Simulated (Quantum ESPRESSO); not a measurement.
La2O3:

```
La O
1.0
     3.93078    0.00000    0.00000
    -1.96539    3.40415    0.00000
     0.00000    0.00000    6.11195
La O
2 3
Direct
  0.33333 0.66667 0.24624
  0.66667 0.33333 0.75376
  0.00000 0.00000 0.00000
  0.33333 0.66667 0.64589
  0.66667 0.33333 0.35411
```

The cell is a database's computed one.

* Program: Quantum ESPRESSO 7.5
* Task: phonons
* Functional: PBE
* Potentials or basis: GBRV 1.5 PBE
* Cutoff: 612 eV
* Density cutoff: 4898 eV
* k mesh: 4 × 4 × 2, shifted
* Occupations: fermi-dirac, width 0.05 eV
* Spin: no spin polarisation
* Mixing beta: 0.5
* Most SCF iterations: 120
* SCF threshold: 1e-09 Ry

The cell and the atoms were relaxed first, to 16.67 Å³/atom (a = 3.946 Å, b = 3.946 Å, c = 6.182 Å, α = 90.00°, β = 90.00°, γ = 120.00°), and the response was taken there.

```
La O
1.0
     3.94586    0.00000    0.00000
    -1.97293    3.41721    0.00000
     0.00000    0.00000    6.18182
La O
2 3
Direct
  0.33333 0.66667 0.24725
  0.66667 0.33333 0.75275
  0.00000 0.00000 0.00000
  0.33333 0.66667 0.64539
  0.66667 0.33333 0.35461
```

The first run showed a gap, so the response started from a second, tighter run with fixed occupations.

Question: What is the highest optical frequency at the zone centre, leaving out the macroscopic field of polar modes?

Answer: 427 cm⁻¹, a mode of symmetry A2u (IR).

Optical modes at Γ, degenerate ones joined, polar ones without the macroscopic field:
```
cm⁻¹  components  symmetry  active in  IR intensity, summed ((D/Å)²/amu)
  98           2        Eg      Raman                               0.00
 166           2        Eu         IR                              46.64
 176           1       A2u         IR                              30.69
 182           1       A1g      Raman                               0.00
 347           2        Eu         IR                              33.13
 382           1       A1g      Raman                               0.00
 382           2        Eg      Raman                               0.00
 427           1       A2u         IR                               2.27
```

Caveat: the k mesh is coarse (spacing up to 0.51 Å⁻¹), so the values aren't converged.
